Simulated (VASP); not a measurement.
## ZnO in VASP 6.6.1, single-point calculation

INCAR

```
IBRION = -1
ISMEAR = -4
NSW = 0
LCHARG = .FALSE.
SIGMA = 0.01
ISIF = 2
GGA = PE
LREAL = .FALSE.
ENCUT = 520
LASPH = .TRUE.
IVDW = 12
NBANDS = 26
PREC = Accurate
NELM = 120
LWAVE = .FALSE.
EDIFF = 1E-7
```

KPOINTS

```
KPOINTS created by Atomic Simulation Environment
0
Gamma
12 12 6
0 0 0
```

POSCAR

```
Zn O
 1.0000000000000000
     3.2353522091027194   -0.0000000000284786   -0.0000000000000000
    -1.6176761045266963    2.8018972032872975    0.0000000000000000
    -0.0000000000000000   -0.0000000000000000    5.2109131157255444
 Zn  O
   2   2
Cartesian
  0.0000000000164425  1.8679314688487054  2.6036593557488517
  1.6176761045595811  0.9339657344101135 -0.0017972021139206
  1.6176761045595811  0.9339657344101135  1.9767853821050585
  0.0000000000164425  1.8679314688487054  4.5822419399678305
```

The recommended PBE PAW datasets give the neutral cell 36 valence electrons.

Command

```
mpirun -np 1 vasp_std
```

**Question.** Predict the outcome of this run.

**Answer.** It converged. Results: gap between bands v and c on the k mesh 0.79 eV; least direct gap on the k mesh 0.79 eV; pressure 4.0 GPa. Band v is the last that the valence electrons fill when counted band by band, and c is the next.

OSZICAR

```
N       E                     dE             d eps       ncg     rms          rms(c)
DAV:   1     0.301430231028E+03    0.30143E+03   -0.18214E+04  4016   0.202E+03
DAV:   2     0.112272117820E+02   -0.29020E+03   -0.27308E+03  4104   0.416E+02
DAV:   3    -0.204405230559E+02   -0.31668E+02   -0.31281E+02  4372   0.140E+02
DAV:   4    -0.210480912172E+02   -0.60757E+00   -0.60639E+00  4410   0.198E+01
DAV:   5    -0.210511628664E+02   -0.30716E-02   -0.30714E-02  4288   0.145E+00    0.149E+01
DAV:   6    -0.176356992868E+02    0.34155E+01   -0.65907E+00  6258   0.613E+01    0.915E+00
DAV:   7    -0.178458930717E+02   -0.21019E+00   -0.29346E+00  4048   0.170E+01    0.546E+00
DAV:   8    -0.178563761704E+02   -0.10483E-01   -0.49438E-01  5852   0.748E+00    0.163E+00
DAV:   9    -0.178057178385E+02    0.50658E-01   -0.10266E-01  5802   0.635E+00    0.295E-01
DAV:  10    -0.178084225369E+02   -0.27047E-02   -0.37242E-02  4002   0.132E+00    0.133E-01
DAV:  11    -0.178084796455E+02   -0.57109E-04   -0.55145E-04  4270   0.221E-01    0.307E-02
DAV:  12    -0.178085197183E+02   -0.40073E-04   -0.77555E-05  4462   0.216E-01    0.199E-02
DAV:  13    -0.178085272790E+02   -0.75608E-05   -0.19443E-05  4534   0.930E-02    0.200E-02
DAV:  14    -0.178085216425E+02    0.56365E-05   -0.12006E-05  5134   0.400E-02    0.248E-03
DAV:  15    -0.178085215746E+02    0.67937E-07   -0.32957E-06  4070   0.159E-02    0.127E-03
DAV:  16    -0.178085215214E+02    0.53132E-07   -0.41073E-08  2202   0.236E-03
   1 F= -.18712407E+02 E0= -.18712407E+02  d E =0.000000E+00
```

For comparison, a separate PBE run of the intended cell, on usual settings and not on those above, gives a gap of 0.79 eV on its mesh and a pressure of 7.2 GPa.
